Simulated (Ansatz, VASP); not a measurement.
## C in VASP and in Ansatz

POSCAR

```
C
1.0
    1.2279212041      2.1267565396      0.0000000000
    1.2279212041     -2.1267565396      0.0000000000
    0.0000000000      0.0000000000     -7.1235273225
C
4
Direct
    0.2254788733      0.7745211267      0.0000000000
    0.6079289821      0.3920710179      0.5000000000
    0.8920710179      0.1079289821      0.0000000000
    0.2745211267      0.7254788733      0.5000000000
```

Contents of INCAR.step1:

```
SYSTEM = C
PREC     = Accurate       ! precision mode
ENCUT    = 520            ! plane-wave cutoff, eV
ISMEAR   = 0              ! smearing method
SIGMA    = 0.05           ! smearing width, eV
LREAL    = .FALSE.        ! projectors in reciprocal space
LASPH    = .TRUE.         ! aspherical terms in the spheres
NELM     = 80             ! most SCF steps
NBANDS   = 16             ! bands
GGA      = PE             ! functional
ALGO     = Normal         ! electronic algorithm
EDIFF    = 1E-4           ! SCF threshold, eV
LWAVE    = .TRUE.         ! write WAVECAR
LCHARG   = .FALSE.        ! write CHGCAR
```

Contents of INCAR.step2:

```
SYSTEM = C
PREC     = Accurate       ! precision mode
ENCUT    = 520            ! plane-wave cutoff, eV
EDIFF    = 1E-6           ! SCF threshold, eV
ISMEAR   = 0              ! smearing method
SIGMA    = 0.05           ! smearing width, eV
LREAL    = .FALSE.        ! projectors in reciprocal space
LASPH    = .TRUE.         ! aspherical terms in the spheres
NELM     = 80             ! most SCF steps
ALGO     = Normal         ! electronic algorithm
ISIF     = 2              ! what is computed and relaxed
LWAVE    = .FALSE.        ! write WAVECAR
LCHARG   = .FALSE.        ! write CHGCAR
METAGGA  = R2SCAN         ! meta-GGA
LMIXTAU  = .TRUE.       
NBANDS   = 16             ! bands
ISTART   = 1
```

Contents of KPOINTS:

```
Automatic mesh
0
G
  12 12 4
  0 0 0
```

Input for Ansatz:

```yaml
crystal:
  lattice:
    - [1.2279212041, 2.1267565396, 0.0]
    - [1.2279212041, -2.1267565396, 0.0]
    - [0.0, 0.0, -7.1235273225]
  atoms:
    - { symbol: C, position: [0.2254788733, 0.7745211267, 0.0] }
    - { symbol: C, position: [0.6079289821, 0.3920710179, 0.5] }
    - { symbol: C, position: [0.8920710179, 0.1079289821, 0.0] }
    - { symbol: C, position: [0.2745211267, 0.7254788733, 0.5] }
basis:
  ecutwfc: 500
kpoints:
  mp_grid: { grid: [12, 12, 4] }
hamiltonian:
  xc: r2scan
scf:
  occupations: { method: gaussian, width: 0.05 }
output:
  forces: true
  stress: true
  eigenvalues: true
```

Change from the starting cell: mode 1 (-20.9 1/cm) frozen in, largest displacement +0.250 Å.

Alike in both runs: task single point; functional r2SCAN; k mesh 12 × 12 × 4; occupations gaussian, width 0.05 eV; no spin polarisation.

|  | VASP | Ansatz |
| --- | --- | --- |
| version | VASP 6.6.1 | Ansatz 0.2.0 |
| potentials or method | VASP PAW PBE potentials, release 64 (C) | scalar-relativistic, plane waves, PAW |
| plane-wave cutoff (eV) | 520 | 500 |
| valence electrons in the cell | 16 | 16 |

|  | VASP | Ansatz | Ansatz less VASP |
| --- | --- | --- | --- |
| gap on the k mesh at the Fermi level (eV) | none | none | - |
| pressure (GPa) | 0.6 | 0.0 | -0.64 |
| largest component of the traceless stress (GPa) | 1.00 | 0.26 | -0.743 |
| rms of the force components (eV/Å) | 0.008 | 0.008 | 0.0000 |

Atom by atom the forces differ by 0.000 eV/Å (rms over components). A gap of «none» marks a metal or a gap that the smearing closes.

Caveats: the PAW data sets were made with another functional, which shifts forces and pressure a little (VASP).
